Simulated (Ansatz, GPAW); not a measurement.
Pb: programs and potentials compared

```
Pb
1.0
     3.52437    0.00000    0.00000
    -1.76218    3.05219    0.00000
     0.00000    0.00000   11.49524
Pb
4
Direct
  0.66667 0.33333 0.75000
  0.00000 0.00000 0.50000
  0.33333 0.66667 0.25000
  0.00000 0.00000 0.00000
```

This isn't the form of Pb at room conditions, which is fcc.

Alike in all runs: task single point; functional PBEsol; k mesh 9 × 9 × 3; occupations fermi-dirac, width 0.05 eV; no spin polarisation; no spin-orbit coupling. Pressure is positive in compression and, in plane waves, holds the error of the finite cutoff, which Ansatz's Pulay term estimates and takes out.

```
                           program and potentials  plane-wave cutoff (eV)                                                 notes  pressure (GPa)
                               Ansatz, Ansatz PAW                     420  potentials made for PBE, which Ansatz adapts in part           -1.52
GPAW, PAW data sets generated for this functional                     600                                                     -           -1.76
   Ansatz, all-electron LAPW, scalar-relativistic                       -                                                     -           -1.51
```

The pressure spans -1.76 (GPAW, PAW data sets generated for this functional) to -1.51 GPa (Ansatz, all-electron LAPW, scalar-relativistic), with all-electron results at -1.51.

The functional is the same throughout but for its coding, so the spread measures potentials, basis and numerics; runs on potential files found faulty are left out.
